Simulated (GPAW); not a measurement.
Runs of GPAW 26.7.0 on PtS2. Symmetry: C2/m, No. 12, monoclinic system. Conventional cell: a = 6.233 Å, b = 3.821 Å, c = 4.395 Å, α = 90.00°, β = 90.04°, γ = 90.00°. Pt (site symmetry 2/m) has 6 S at 2.32 to 2.58 Å as nearest neighbours. Around S (site symmetry m) lie 3 Pt at 2.32 to 2.58 Å. The cell was built by a generator and isn't the measured one.

```csv
level,potentials or basis,spin,U,fixed moment (μB),gap on the mesh (eV),pressure (GPa),moment (μB),largest force (eV/Å)
LDA+U,"the program's PAW data sets (release 1.2.1) made for this functional, pw","collinear, ferromagnetic start",Pt d U = 5 eV,1.0,-,-10.4,1.00,0.96
PBE+U,"GPAW PAW data sets (gpaw-data 1.2.1), pw","collinear, zero start",Pt d U = 2 eV,-,none,(b),(a),1.37
PBE+U,"GPAW PAW data sets (gpaw-data 1.2.1), pw","collinear, ferromagnetic start",Pt d U = 6 eV,-,none,-3.9,0.05,1.15
PBE+U,"GPAW PAW data sets (gpaw-data 1.2.1), pw",off,Pt d U = 6 eV,-,none,-3.9,-,1.11
```

Alike in all rows: task single point; cell as given; k mesh 6 × 6 × 4; cutoff (eV) 600; smearing gaussian 0.05 eV.

Fill in the values left out.

(a) 0.00; (b) -4.0.

Caveats: forces of over 1 eV/Å show positions far from the minimum, so gaps and moduli don't describe the material at rest (some runs); the total moment is fixed, so each spin has its own Fermi level (some runs); U without spin polarisation on a metal has little footing (some runs).

A k mesh can miss the band edges, and the runs leave out spin-orbit coupling on Pt.

A gap of «none» marks a metal or a gap under the smearing width.
